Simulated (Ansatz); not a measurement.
**Phases of GaN at 45 GPa**

Structure types of GaN are relaxed in primitive cells with their symmetry kept at 45 GPa, on PAW files; LAPW relaxes the small cells further and takes the PAW cell for the others (marked *). The enthalpy is E + pV at zero temperature, without zero-point motion. Only the types listed were tried, and differences under about 5 meV/atom are mesh noise. The real phase may be another.

Level of theory: DFT with PBE, scalar-relativistic, in Ansatz 0.2.0; Fermi–Dirac smearing of 0.08 eV, no spin polarisation. LAPW: all electrons, basis error target 0.5 meV/atom; PAW: frozen-core files, cutoff 420 eV.

k meshes: rocksalt 16×16×16, CsCl 15×15×15, zincblende 16×16×16, wurtzite 12×12×7, NiAs 12×12×7.

Task: Which type is lowest in enthalpy, and by how much?

Result: rocksalt, 1 meV/atom below wurtzite, which is within the noise of the k meshes. The whole table:

```csv
start type,ends as,"a, b, c (Å)",V (Å³/atom),"H − H(lowest), LAPW (meV/atom)","same, PAW"
rocksalt,"rocksalt, Fm-3m","4.058, 4.058, 4.058",8.35,0.0,0.0
CsCl,"CsCl, Pm-3m","2.570, 2.570, 2.570",8.49,1230.4,1229.4
zincblende,"zincblende, F-43m","4.287, 4.287, 4.287",9.85,7.0,10.8
wurtzite*,"wurtzite, P6_3mc","3.032, 3.032, 4.946",9.85,0.8,4.5
NiAs*,"NiAs, P6_3/mmc","2.839, 2.839, 4.873",8.50,182.6,182.9
```
